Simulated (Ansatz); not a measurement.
# SrO: the cost of one run

Method: DFT r2SCAN, scalar-relativistic, plane waves, PAW, in Ansatz 0.2.0.

1 further run of the same task is left out (set aside as unsound or not needed).

**1. The starting structure**

The structure is cubic, space group Fm-3m (No. 225). Conventional cell: a = 5.140 Å, b = 5.140 Å, c = 5.140 Å, α = 90.00°, β = 90.00°, γ = 90.00°. Around Sr (site symmetry m-3m) lie 6 O at 2.57 Å. O (site symmetry m-3m) is surrounded by 6 Sr at 2.57 Å.

As a file:

```cif
data_structure
_symmetry_space_group_name_H-M 'Fm-3m'
_symmetry_Int_Tables_number 225
_cell_length_a 5.1396
_cell_length_b 5.1396
_cell_length_c 5.1396
_cell_angle_alpha 90.000
_cell_angle_beta 90.000
_cell_angle_gamma 90.000
_cell_volume 135.77
loop_
_atom_site_label
_atom_site_type_symbol
_atom_site_symmetry_multiplicity
_atom_site_Wyckoff_symbol
_atom_site_fract_x
_atom_site_fract_y
_atom_site_fract_z
_atom_site_occupancy
Sr1 Sr 4 a 0.00000 0.00000 0.00000 1
O1 O 4 b 0.50000 0.00000 0.00000 1
```

The structure comes from the Crystallography Open Database.

**2. Functional and cell changed: r2SCAN**

The change: strain xx, yy, zz, yz, xz, xy = +2.0, +2.0, +2.0, +0.0, +0.0, +0.0 %.

Contents of input.yaml:

```yaml
crystal:
  lattice:
    - [0.0, 2.621350188, 2.621350188]
    - [2.621350188, 0.0, 2.621350188]
    - [2.621350188, 2.621350188, 0.0]
  atoms:
    - { symbol: Sr, position: [0.0, 0.0, 0.0] }
    - { symbol: O, position: [0.5, 0.5, 0.5] }
basis:
  ecutwfc: 500
kpoints:
  mp_grid: { grid: [8, 8, 8] }
hamiltonian:
  xc: r2scan
scf:
  occupations: { method: gaussian, width: 0.02 }
output:
  forces: true
  stress: true
  eigenvalues: true
```

Run with:

```
$ ansatz run input.yaml --threads 1 --pin off --max-ram 1331MiB --backend cpu --events-out ev --progress --plain --runs-dir out
```

Q: Estimate wall time and peak memory on 1 thread of an x86-64 CPU, shared host.

About 5.2 s, with a peak of 0.41 GiB.
